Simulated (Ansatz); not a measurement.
# Ba on Nb(100): change of the work function, part 3 of 5

Wanted: Δφ(θ) for Ba/Nb(100), starting from the top site.

Ansatz 0.2.0; plane-wave DFT, PBE, Ansatz PAW (the session's first sound run).

So far, work function, upper face (eV): step 2 (the clean slab) 3.60; step 3 (21 atoms, coverage 0.25 ML, cell 2x2) 2.18.

### Step 4. Adsorbate added, coverage 0.5 ML

System of this step: Ba/Nb(100). The cell holds 22 atoms: 20 Nb and 2 Ba. Its edges and angles: a = 6.600 Å, b = 6.600 Å, c = 28.417 Å, α = 90.0°, β = 90.0°, γ = 90.0°. Vacuum lies along c.

Another coverage, to see how the dipoles act on each other as their distance changes.

input.yaml reads:

```yaml
crystal:
  lattice:
    - [6.6, 0.0, 0.0]
    - [0.0, 6.6, 0.0]
    - [0.0, 0.0, 28.4166945888]
  atoms:
    - { symbol: Nb, position: [0.0, 0.0, 0.3167152313] }
    - { symbol: Nb, position: [0.25, 0.25, 0.3747796905] }
    - { symbol: Nb, position: [0.0, 0.0, 0.4328241756] }
    - { symbol: Nb, position: [0.25, 0.25, 0.4924706573] }
    - { symbol: Nb, position: [0.0, 0.0, 0.5432438506] }
    - { symbol: Nb, position: [0.0, 0.5, 0.3167152313] }
    - { symbol: Nb, position: [0.25, 0.75, 0.3747796905] }
    - { symbol: Nb, position: [0.0, 0.5, 0.4328241756] }
    - { symbol: Nb, position: [0.25, 0.75, 0.4924706573] }
    - { symbol: Nb, position: [0.0, 0.5, 0.5432438506] }
    - { symbol: Nb, position: [0.5, 0.0, 0.3167152313] }
    - { symbol: Nb, position: [0.75, 0.25, 0.3747796905] }
    - { symbol: Nb, position: [0.5, 0.0, 0.4328241756] }
    - { symbol: Nb, position: [0.75, 0.25, 0.4924706573] }
    - { symbol: Nb, position: [0.5, 0.0, 0.5432438506] }
    - { symbol: Nb, position: [0.5, 0.5, 0.3167152313] }
    - { symbol: Nb, position: [0.75, 0.75, 0.3747796905] }
    - { symbol: Nb, position: [0.5, 0.5, 0.4328241756] }
    - { symbol: Nb, position: [0.75, 0.75, 0.4924706573] }
    - { symbol: Nb, position: [0.5, 0.5, 0.5432438506] }
    - { symbol: Ba, position: [0.0, 0.0, 0.6832847687] }
    - { symbol: Ba, position: [0.5, 0.5, 0.6832847687] }
kpoints:
  mp_grid: { grid: [5, 5, 1] }
hamiltonian:
  xc: pbe
scf:
  occupations: { method: fermi_dirac, width: 0.1 }
  convergence: { dr2_threshold: 1.0e-08 }
efield:
  axis: 3
  dipole_correction: true
  ramp_position: 0.97
  ramp_width: 0.06
relax:
  f_tol: 0.02
  max_steps: 60
  constraints: [{ sites: [0, 1, 5, 6, 10, 11, 15, 16] }]
output:
  bader: true
  dos: { projected: true, e_range: [-8, 4] }
  write_potential: true
  write_density: true
  volumetric_format: npy
```

On the command line:

```sh
$ ansatz run input.yaml --threads 4 --pin off --max-ram 12288MiB --backend cpu --events-out ev --progress --plain --runs-dir out
```

Numbers of over 12 decimals in the logs are rounded to 6 here.

The program printed:

```text
[...]
Crystal: 22 atoms, lattice volume = 1237.831 Å³
Basis set: ecut = 420 eV, 24183 PW (Γ), exchange–correlation on 90×90×384 points (8 copies of the dense FFT grid, shifted against one another)
Bands: 168, of which v1, the nominal top of the filled ones, is band 140 counted from 1 (139 counted from 0)
Symmetry: 16 space group operations
[...]
k-points: 6 of 25
[...]
SCF iter   1: F=—  HF=-102932.084180 eV  |F-HF|=—  |Δ(HF+E_count)|=         —  Δρ=7.31e-3  dr2=9.70e0  ethr=1.77e-3  p=0.331 e·Å  D=4.84e-2 V/Å  ΔV_dip=-1.38 eV  dr2_dipole=1.09e0  V_vac-E_F(+/−)=2.64/4.02 eV  ⟨swp⟩=17.3  Hψ=6093  notcnv=0
[...]
SCF iter  11: F=-102931.723343 eV  HF=-102931.723343 eV  |F-HF|=7.57e-10  |Δ(HF+E_count)|=   8.12e-9  Δρ=3.71e-7  dr2=5.39e-9  ethr=3.57e-12  p=0.257 e·Å  D=3.76e-2 V/Å  ΔV_dip=-1.07 eV  dr2_dipole=2.96e-11  V_vac-E_F(+/−)=2.65/3.71 eV  ⟨swp⟩=12.5  Hψ=7545  notcnv=0
SCF 1 converged in 11 iterations: F = -102931.723343 eV  dr2 = 5.39e-9
[...]
relax step   1: F+E_penalty+E_count = -102931.72334326 eV  Δ(F+E_penalty+E_count) = +0.000e0 eV  max|allowed force component| = 5.108e-1 eV/Å  Δτ_max = 0.0000 Å  (11 SCF iters, accepted)
[...]
SCF iter   1: F=—  HF=-102931.976657 eV  |F-HF|=—  |Δ(HF+E_count)|=         —  Δρ=5.20e-3  dr2=7.97e-1  ethr=2.45e-4  p=0.257 e·Å  D=3.76e-2 V/Å  ΔV_dip=-1.07 eV  dr2_dipole=5.96e-3  V_vac-E_F(+/−)=2.63/3.70 eV  ⟨swp⟩=1.8  Hψ=3825  notcnv=0
[...]
eigensolver tolerance schedule calibrated: the retry pair's looser diagonalisation under-reported the residual by θ = 0.14 (0.13/decade); ethr = c·dr2/N_el runs at the constant in force after the calibration composes with the one it found (an armed cap, an earlier calibration), c = 6.3e-2
[...]
SCF iter   2: F=—  HF=-102931.905119 eV  |F-HF|=—  |Δ(HF+E_count)|=   7.15e-2  Δρ=1.54e-3  dr2=7.73e-2  ethr=1.80e-4  p=0.276 e·Å  D=4.04e-2 V/Å  ΔV_dip=-1.15 eV  dr2_dipole=1.18e-2  V_vac-E_F(+/−)=2.56/3.71 eV  ⟨swp⟩=2.5  Hψ=2019  notcnv=0
[...]
SCF iter  10: F=-102931.901556 eV  HF=-102931.901556 eV  |F-HF|=4.22e-10  |Δ(HF+E_count)|=   1.51e-8  Δρ=4.28e-7  dr2=5.24e-9  ethr=2.26e-12  p=0.267 e·Å  D=3.90e-2 V/Å  ΔV_dip=-1.11 eV  dr2_dipole=2.99e-10  V_vac-E_F(+/−)=2.60/3.71 eV  ⟨swp⟩=10.5  Hψ=8431  notcnv=0
SCF 2 converged in 10 iterations: F = -102931.901556 eV  dr2 = 5.24e-9
relax step   2: F+E_penalty+E_count = -102931.90155614 eV  Δ(F+E_penalty+E_count) = -1.782e-1 eV  max|allowed force component| = 5.303e-1 eV/Å  Δτ_max = 0.1940 Å  (10 SCF iters, accepted)
SCF iter   1: F=—  HF=-102932.198965 eV  |F-HF|=—  |Δ(HF+E_count)|=         —  Δρ=3.95e-3  dr2=2.24e0  ethr=1.80e-3  p=0.267 e·Å  D=3.90e-2 V/Å  ΔV_dip=-1.11 eV  dr2_dipole=2.64e-1  V_vac-E_F(+/−)=2.62/3.73 eV  ⟨swp⟩=5.8  Hψ=2419  notcnv=0
[...]
SCF iter  10: F=-102932.133609 eV  HF=-102932.133609 eV  |F-HF|=2.76e-9  |Δ(HF+E_count)|=   5.54e-9  Δρ=2.44e-7  dr2=3.42e-9  ethr=3.57e-12  p=0.268 e·Å  D=3.92e-2 V/Å  ΔV_dip=-1.11 eV  dr2_dipole=3.46e-10  V_vac-E_F(+/−)=2.60/3.71 eV  ⟨swp⟩=11.2  Hψ=7425  notcnv=0
SCF 3 converged in 10 iterations: F = -102932.133609 eV  dr2 = 3.42e-9
relax step   3: F+E_penalty+E_count = -102932.13360851 eV  Δ(F+E_penalty+E_count) = -2.321e-1 eV  max|allowed force component| = 4.194e-1 eV/Å  Δτ_max = 0.1924 Å  (10 SCF iters, accepted)
[...]
relax step   4: F+E_penalty+E_count = -102932.28162419 eV  Δ(F+E_penalty+E_count) = -1.480e-1 eV  max|allowed force component| = 3.312e-1 eV/Å  Δτ_max = 0.1953 Å  (10 SCF iters, accepted)
[...]
relax step   5: F+E_penalty+E_count = -102932.39187801 eV  Δ(F+E_penalty+E_count) = -1.103e-1 eV  max|allowed force component| = 2.046e-1 eV/Å  Δτ_max = 0.1926 Å  (10 SCF iters, accepted)
[...]
relax step   6: F+E_penalty+E_count = -102932.40536210 eV  Δ(F+E_penalty+E_count) = -1.348e-2 eV  max|allowed force component| = 6.050e-1 eV/Å  Δτ_max = 0.2000 Å  (10 SCF iters, accepted)
[...]
relax step   7: F+E_penalty+E_count = -102932.44332061 eV  Δ(F+E_penalty+E_count) = -3.796e-2 eV  max|allowed force component| = 1.150e-1 eV/Å  Δτ_max = 0.1017 Å  (9 SCF iters, accepted)
[...]
relax step   8: F+E_penalty+E_count = -102932.45053708 eV  Δ(F+E_penalty+E_count) = -7.216e-3 eV  max|allowed force component| = 2.806e-2 eV/Å  Δτ_max = 0.0907 Å  (9 SCF iters, accepted)
SCF iter   1: F=—  HF=-102932.452156 eV  |F-HF|=—  |Δ(HF+E_count)|=         —  Δρ=5.67e-4  dr2=4.91e-2  ethr=1.70e-4  p=0.285 e·Å  D=4.16e-2 V/Å  ΔV_dip=-1.18 eV  dr2_dipole=1.01e-2  V_vac-E_F(+/−)=2.52/3.71 eV  ⟨swp⟩=3.0  Hψ=1570  notcnv=0
[...]
SCF iter   7: F=-102932.451309 eV  HF=-102932.451309 eV  |F-HF|=9.31e-10  |Δ(HF+E_count)|=   3.53e-8  Δρ=3.52e-7  dr2=4.09e-9  ethr=3.57e-12  p=0.286 e·Å  D=4.18e-2 V/Å  ΔV_dip=-1.19 eV  dr2_dipole=7.57e-10  V_vac-E_F(+/−)=2.52/3.70 eV  ⟨swp⟩=11.0  Hψ=7903  notcnv=0
SCF 9 converged in 7 iterations: F = -102932.451309 eV  dr2 = 4.09e-9
relax step   9: F+E_penalty+E_count = -102932.45130856 eV  Δ(F+E_penalty+E_count) = -7.715e-4 eV  max|allowed force component| = 1.364e-2 eV/Å  Δτ_max = 0.0201 Å  (7 SCF iters, accepted)
[...]
SCF converged after 7 iterations
Free energy (F): -102932.451309 eV
[...]
Internal energy: -102931.476252 eV  (E = F + TS)
E sigma→0 (E₀):  -102931.963780 eV
Entropy (-TS):   -0.975056 eV (-44.321 meV/atom)
Fermi energy:    4.066400 eV
Dipole field:    D = 0.041786 V/Å  (p = 0.285844 e·Å, saw-weighted, corrected)
Work function:   Φ+ = 2.5161 eV   Φ− = 3.7035 eV
[...]
--- Forces (eV/Å), atoms counted from 1 ---
  atom   1  Nb     0.00000000     0.00000000     1.27733605
  atom   2  Nb     0.00000000    -0.00000000    -1.22979075
  atom   3  Nb    -0.00000000     0.00000000    -0.00754800
  atom   4  Nb     0.00000000    -0.00000000    -0.00726144
  atom   5  Nb     0.00000000    -0.00000000     0.01364343
  atom   6  Nb     0.00000000     0.00000000     1.19840702
  atom   7  Nb     0.00000000     0.00000000    -1.22979075
  atom   8  Nb    -0.00000000     0.00000000    -0.00595975
  atom   9  Nb     0.00000000     0.00000000    -0.00726144
  atom  10  Nb     0.00000000     0.00000000     0.00110579
  atom  11  Nb     0.00000000     0.00000000     1.19840702
  atom  12  Nb     0.00000000     0.00000000    -1.22979075
  atom  13  Nb    -0.00000000     0.00000000    -0.00595975
  atom  14  Nb     0.00000000     0.00000000    -0.00726144
  atom  15  Nb     0.00000000    -0.00000000     0.00110579
  atom  16  Nb     0.00000000     0.00000000     1.27733605
  atom  17  Nb     0.00000000    -0.00000000    -1.22979075
  atom  18  Nb    -0.00000000     0.00000000    -0.00754800
  atom  19  Nb     0.00000000    -0.00000000    -0.00726144
  atom  20  Nb    -0.00000000     0.00000000     0.01364343
  atom  21  Ba     0.00000000    -0.00000000    -0.00285600
  atom  22  Ba     0.00000000    -0.00000000    -0.00285600
  max |Σ_I F_I| component: 4.83e-5 eV/Å
--- Band table (eV; the first three rows and the last of 6) ---
  k-point 0: bands = [... 136 lower, 4.1549, 4.2479, 4.2479, 4.2895, 4.3254, 4.3513, 4.3513, 4.4354, ... 24 higher]
  k-point 1: bands = [... 136 lower, 3.9853, 4.0083, 4.0401, 4.1490, 4.2468, 4.3987, 4.4456, 4.4673, ... 24 higher]
  k-point 2: bands = [... 136 lower, 3.9364, 3.9585, 3.9647, 4.0762, 4.0845, 4.1618, 4.1669, 4.2896, ... 24 higher]
  k-point 5: bands = [... 136 lower, 3.4560, 3.4967, 3.5301, 3.8065, 3.9032, 3.9905, 3.9965, 4.1702, ... 24 higher]
--- Relaxed structure (9 steps of the walk, 9 accepted, 0 SCFs on fresh bases) ---
  F+E_penalty+E_count = -102932.45130856 eV   max|allowed force component| = 1.364e-2 eV/Å
  atoms:
    - { symbol: Nb, position: [0.0, 0.0, 0.3167152313] }
    - { symbol: Nb, position: [0.25, 0.25, 0.3747796905] }
    - { symbol: Nb, position: [0, 0, 0.432878] }
    - { symbol: Nb, position: [0.25, 0.25, 0.492192] }
    - { symbol: Nb, position: [0, 0, 0.539106] }
    - { symbol: Nb, position: [0.0, 0.5, 0.3167152313] }
    - { symbol: Nb, position: [0.25, 0.750000, 0.3747796905] }
    - { symbol: Nb, position: [0, 0.5, 0.432790] }
    - { symbol: Nb, position: [0.25, 0.750000, 0.492192] }
    - { symbol: Nb, position: [0, 0.5, 0.547995] }
    - { symbol: Nb, position: [0.5, 0.0, 0.3167152313] }
    - { symbol: Nb, position: [0.750000, 0.25, 0.3747796905] }
    - { symbol: Nb, position: [0.5, 0, 0.432790] }
    - { symbol: Nb, position: [0.750000, 0.25, 0.492192] }
    - { symbol: Nb, position: [0.5, 0, 0.547995] }
    - { symbol: Nb, position: [0.5, 0.5, 0.3167152313] }
    - { symbol: Nb, position: [0.750000, 0.750000, 0.3747796905] }
    - { symbol: Nb, position: [0.5, 0.5, 0.432878] }
    - { symbol: Nb, position: [0.750000, 0.750000, 0.492192] }
    - { symbol: Nb, position: [0.5, 0.5, 0.539106] }
    - { symbol: Ba, position: [0, 0, 0.647906] }
    - { symbol: Ba, position: [0.5, 0.5, 0.647906] }
--- Bader charges: 22 sites ---
  site symbol  charge [e]  shift [e]
     0     Nb     -0.0931     0.0000
     1     Nb      0.0419     0.0000
     2     Nb      0.1429     0.0000
     3     Nb     -0.0016     0.0000
     4     Nb     -0.4035     0.0000
     5     Nb     -0.0878     0.0000
     6     Nb      0.0419     0.0000
     7     Nb      0.1043     0.0000
     8     Nb     -0.0015     0.0000
     9     Nb     -0.2871     0.0000
    10     Nb     -0.0878     0.0000
    11     Nb      0.0419     0.0000
    12     Nb      0.1043     0.0000
    13     Nb     -0.0016     0.0000
    14     Nb     -0.2871     0.0000
    15     Nb     -0.0931     0.0000
    16     Nb      0.0419     0.0000
    17     Nb      0.1429     0.0000
    18     Nb     -0.0015     0.0000
    19     Nb     -0.4037     0.0000
    20     Ba      0.5437     0.0000
    21     Ba      0.5437     0.0000
  estimated error of the sums over rays = 7.3e-4 e
```

It took 8 min on 4 threads of Arm Neoverse V1, shared host; peak memory 4.4 GiB; 32 min of CPU time.

The steps of the relaxation:

```csv
step,energy less that of the first step (eV),largest force component (eV/Å)
1,0.0000,0.5108
2,-0.1782,0.5303
3,-0.4103,0.4194
4,-0.5583,0.3312
5,-0.6685,0.2046
6,-0.6820,0.6050
7,-0.7200,0.1150
8,-0.7272,0.0281
9,-0.7280,0.0136
```

The run keeps the 16 symmetry operations that it works with, so distortions that break them were not tested.

The atoms that moved most (Å):

```csv
atom,dx,dy,dz,length
Ba21,0.000,0.000,-1.005,1.005
Ba22,0.000,0.000,-1.005,1.005
Nb15,0.000,0.000,0.135,0.135
Nb10,0.000,0.000,0.135,0.135
Nb20,0.000,0.000,-0.118,0.118
Nb5,0.000,0.000,-0.118,0.118
Nb9,0.000,0.000,-0.008,0.008
Nb4,0.000,0.000,-0.008,0.008
```

Numbers from this step:

```
energy at zero smearing        : -102931.9638 eV
work function, upper face      : 2.516 eV
work function, lower face      : 3.703 eV
dipole along the normal        : 0.2858 e·Å
step between the vacuum levels : -1.187 eV
```

Running mean over 1.65 Å of the planar mean; the ramp of the sawtooth is left out. Table of electron's electrostatic potential energy less the Fermi level by z:

```csv
z (Å),electron's electrostatic potential energy less the Fermi level (eV)
4,3.70
5,3.69
6,3.59
7,2.82
8,-2.83
9,-10.6
10,-11.0
11,-11.0
12,-11.1
13,-10.7
14,-11.8
15,-12.6
16,-7.19
17,-0.445
18,-4.01
19,-3.73
20,0.621
21,2.14
22,2.44
23,2.50
24,2.51
25,2.52
```

The density of states has structure finer than the step of the table below, so its rows give means over 0.2 eV, whole bins alone (the curve runs from -8 to 1.47 eV). Peaks (eV: height): -1.98: 81.4, -1.68: 67.2, -1.59: 55.2, -1.41: 58.1, 0.09: 51.1, 0.24: 52.2, 0.30: 62.8.

The density of states by energy, zero at the Fermi level; means over each step:

```csv
energy (eV),density of states (states/eV a cell)
-5.8,0
-5.6,0.0638
-5.4,1.22
-5.2,1.33
-5.0,1.42
-4.8,2.56
-4.6,1.64
-4.4,1.02
-4.2,2.52
-4.0,5.33
-3.8,3.41
-3.6,14.5
-3.4,17.1
-3.2,20.9
-3.0,26.6
-2.8,31.9
-2.6,28.3
-2.4,18.9
-2.2,25.3
-2.0,33.6
-1.8,23.2
-1.6,35.1
-1.4,41.5
-1.2,34.1
-1.0,34.4
-0.8,25.3
-0.6,33.0
-0.4,28.6
-0.2,28.1
0.0,27.0
0.2,39.1
0.4,32.4
0.6,35.0
0.8,30.8
1.0,26.3
1.2,24.5
```

Projected DOS per atom over height of the atomic layer and energy from the Fermi level. Layers: Nb4 Nb4 Nb4 Nb4 Nb4 Ba2 from below.

Ten even steps from '_' (0.00 states/eV) to '@' (2.75 states/eV), each cell a mean:
```
==..::..--__
**::::::++..
@@--::--%%__
**--::--++::
##====--++..
**======**..
**++++++**::
==++--++==__
==++==++==__
==++--==--__
::==++++==__
..------::__
______..____
____________
____________
____________
____________
____________
____________
____________
____________
____________
```
Columns: height of the atomic layer (Å) from 9 to 18.4 (not evenly spaced); rows upwards: energy from the Fermi level (eV) from -7.96 to 1.45.

The relaxation took 9 steps and lowered the energy by 0.73 eV; the largest force on the free atoms ends at 0.014 eV/Å.

The covered face has 2.52 eV, -1.08 eV against the clean one; the bare back face has moved by -0.02 eV, a measure of how thin the slab is.

### Step 5. Work function against coverage

This step: plane-wave DFT, PBE, Ansatz PAW; work function against coverage (Ansatz 0.2.0).

The runs are now put side by side.

Numbers from this step:

* work function of the clean face: 3.596 eV
* largest change of the work function: -1.415 eV

Table of work function of the covered face by coverage:

```csv
coverage (adsorbates/nm²),work function of the covered face (eV)
0.00,3.60
2.30,2.18
4.59,2.52
```

The dipole per adsorbate comes from the change of the cell's dipole. Coverage, by row:

```csv
coverage (1/nm²),coverage (ML),work function (eV),change (eV),"dipole per adsorbate, positive end outwards (debye)",mean height of the added atoms over the highest substrate atom (Å)
2.296,0.25,2.181,-1.415,1.621,2.755
4.591,0.5,2.516,-1.08,0.61,2.839
```

### Step 6. The slab at 0.25 ML, atoms frozen

This step: plane-wave DFT, PBE, Ansatz PAW (Ansatz 0.2.0).

System of this step: Ba/Nb(100). The cell holds 21 atoms: 20 Nb and 1 Ba. Cell: a = 6.600 Å, b = 6.600 Å, c = 28.417 Å, α = 90.0°, β = 90.0°, γ = 90.0°. Vacuum lies along c.

To see where the charge goes, the covered slab, the bare substrate and the adsorbate layer are each run at the same frozen positions and on the same grid.

input.yaml reads:

```yaml
crystal:
  lattice:
    - [6.6, 0.0, 0.0]
    - [0.0, 6.6, 0.0]
    - [0.0, 0.0, 28.4166945888]
  atoms:
    - { symbol: Nb, position: [0.0, 0.0, 0.3167152313] }
    - { symbol: Nb, position: [0.25, 0.25, 0.3747796905] }
    - { symbol: Nb, position: [0.0, 0.0, 0.4318523731] }
    - { symbol: Nb, position: [0.2530299063, 0.2530299063, 0.4923751081] }
    - { symbol: Nb, position: [0.0, 0.0, 0.536754257] }
    - { symbol: Nb, position: [0.0, 0.5, 0.3167152313] }
    - { symbol: Nb, position: [0.25, 0.75, 0.3747796905] }
    - { symbol: Nb, position: [0.0, 0.5, 0.4327790421] }
    - { symbol: Nb, position: [0.2530299063, 0.7469700937, 0.4923751081] }
    - { symbol: Nb, position: [0.0, 0.5, 0.5450316906] }
    - { symbol: Nb, position: [0.5, 0.0, 0.3167152313] }
    - { symbol: Nb, position: [0.75, 0.25, 0.3747796905] }
    - { symbol: Nb, position: [0.5, 0.0, 0.4327790421] }
    - { symbol: Nb, position: [0.7469700937, 0.2530299063, 0.4923751081] }
    - { symbol: Nb, position: [0.5, 0.0, 0.5450316906] }
    - { symbol: Nb, position: [0.5, 0.5, 0.3167152313] }
    - { symbol: Nb, position: [0.75, 0.75, 0.3747796905] }
    - { symbol: Nb, position: [0.5, 0.5, 0.4335589464] }
    - { symbol: Nb, position: [0.7469700937, 0.7469700937, 0.4923751081] }
    - { symbol: Nb, position: [0.5, 0.5, 0.5463790419] }
    - { symbol: Ba, position: [0.0, 0.0, 0.6433310152] }
kpoints:
  mp_grid: { grid: [5, 5, 1] }
hamiltonian:
  xc: pbe
scf:
  occupations: { method: fermi_dirac, width: 0.1 }
  convergence: { dr2_threshold: 1.0e-08 }
efield:
  axis: 3
  dipole_correction: true
  ramp_position: 0.97
  ramp_width: 0.06
output:
  write_potential: true
  write_density: true
  volumetric_format: npy
```

The program printed:

```text
[...]
Crystal: 21 atoms, lattice volume = 1237.831 Å³
Basis set: ecut = 420 eV, 24183 PW (Γ)
Bands: 162, of which v1, the nominal top of the filled ones, is band 135 counted from 1 (134 counted from 0)
Symmetry: 8 space group operations
[...]
k-points: 6 of 25
[...]
SCF iter   1: F=—  HF=-96982.944549 eV  |F-HF|=—  |Δ(HF+E_count)|=         —  Δρ=7.39e-3  dr2=1.16e1  ethr=1.77e-3  p=0.519 e·Å  D=7.59e-2 V/Å  ΔV_dip=-2.16 eV  dr2_dipole=2.46e0  V_vac-E_F(+/−)=1.88/4.04 eV  ⟨swp⟩=12.2  Hψ=5119  notcnv=0  defer=1
[...]
SCF iter  11: F=-96982.604760 eV  HF=-96982.604760 eV  |F-HF|=8.44e-10  |Δ(HF+E_count)|=   2.18e-8  Δρ=2.72e-7  dr2=2.84e-9  ethr=3.70e-12  p=0.369 e·Å  D=5.39e-2 V/Å  ΔV_dip=-1.53 eV  dr2_dipole=4.82e-11  V_vac-E_F(+/−)=2.18/3.71 eV  ⟨swp⟩=13.5  Hψ=2825  notcnv=0
SCF 1 converged in 11 iterations: F = -96982.604760 eV  dr2 = 2.84e-9
[...]
SCF converged after 11 iterations
Free energy (F): -96982.604760 eV
[...]
Internal energy: -96981.716496 eV  (E = F + TS)
E sigma→0 (E₀):  -96982.160628 eV
Entropy (-TS):   -0.888264 eV (-42.298 meV/atom)
Fermi energy:    3.719268 eV
Dipole field:    D = 0.053945 V/Å  (p = 0.369018 e·Å, saw-weighted, corrected)
Work function:   Φ+ = 2.1817 eV   Φ− = 3.7147 eV
[...]
--- Band table (eV; the first three rows and the last of 6) ---
  k-point 0: bands = [... 131 lower, 3.8259, 3.8259, 3.8987, 3.8987, 3.9624, 4.0862, 4.0862, 4.1060, ... 23 higher]
  k-point 1: bands = [... 131 lower, 3.6211, 3.6662, 3.6872, 3.7462, 3.7963, 4.0907, 4.1318, 4.1321, ... 23 higher]
  k-point 2: bands = [... 131 lower, 3.5392, 3.6323, 3.6823, 3.7243, 3.7497, 3.8006, 3.8330, 3.9942, ... 23 higher]
  k-point 5: bands = [... 131 lower, 3.0444, 3.1412, 3.2053, 3.2427, 3.4723, 3.7405, 3.8895, 3.9535, ... 23 higher]
```

Wall time 70 s (4 threads); peak memory 4 GiB; 4.6 min of CPU time.

The column dr2 measures how far the density is from self-consistency, as an energy; F and HF (Harris–Foulkes) agree once it is small.

Numbers from this step:

```
energy at zero smearing        : -96982.1606 eV
work function, upper face      : 2.182 eV
work function, lower face      : 3.715 eV
dipole along the normal        : 0.3690 e·Å
step between the vacuum levels : -1.533 eV
```

The work function of the upper face is 2.18 eV.

[end of part 3 of 5]

[Logs are printed without paths, hosts, clocks, repeated set-up lines and the standing remarks that a program may print on its own settings, such as how far it seeks lower states.]

[Hosts, paths, dates, database ids (printed as entryN), source tags and the programs' standing remarks are cut or masked in the printed files.]

[Maps of the electrostatic potential energy from Ansatz leave out the sawtooth potential of an applied field or a dipole correction, so their vacuum need not be flat; planar profiles and work functions include it.]

[The density of states shown here was stored with 400 of the rows of the run's finer table, so its peaks can read low, often by over a quarter, or be missed, and its means over a window can be off by a tenth or more.]
